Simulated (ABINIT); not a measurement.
Input of an ABINIT 10.8.3 (patched build) run:

run.abi

```
# Pseudopotentials
pp_dirpath "./"
pseudos "Te.GGA_PBE-JTH.xml, Mg.GGA_PBE-JTH.xml"

# Structure
acell 4.5707365703 4.5707365703 4.5707365703 Angstrom
rprim
     0.0000000000     0.7071067812     0.7071067812
     0.7071067812     0.0000000000     0.7071067812
     0.7071067812     0.7071067812     0.0000000000
ntypat 2
znucl 52 12
natom 2
typat 1 2
xred
     0.2500000000     0.2500000000     0.2500000000
     0.0000000000     0.0000000000     0.0000000000

# Plane-wave basis
ecut 23.0
pawecutdg 45.0
pawxcdev 0

# k points
kptopt 1
ngkpt 7 7 7
nshiftk 1
shiftk 0.0 0.0 0.0

# Exchange and correlation
ixc -106131

# Bands and occupations
nband 12
occopt 3
tsmear 0.00183747

# SCF cycle
nstep 100
tolvrs 1.0e-9

# Output
iomode 3
prtwf 0
prteig 0
prtebands 0
enunit 1
prtden 1
prtvha 1
prtvclmb 1
prtpot 1
```

Potentials or basis: JTH PAW PBE v2.0.

Command:

```bash
$ abinit run.abi > log 2>&1
```

Problem. Predict the band gap on the k mesh.

Solution. 2.50 eV, direct.

Problem. Estimate the pressure.

Solution. 2.1 GPa.

Caveat: the PAW data sets were made with another functional, which shifts forces and pressure a little; spin-orbit coupling is left out, which moves the levels of the heavy elements. As with any semilocal functional, this BLYP gap is likely too small.
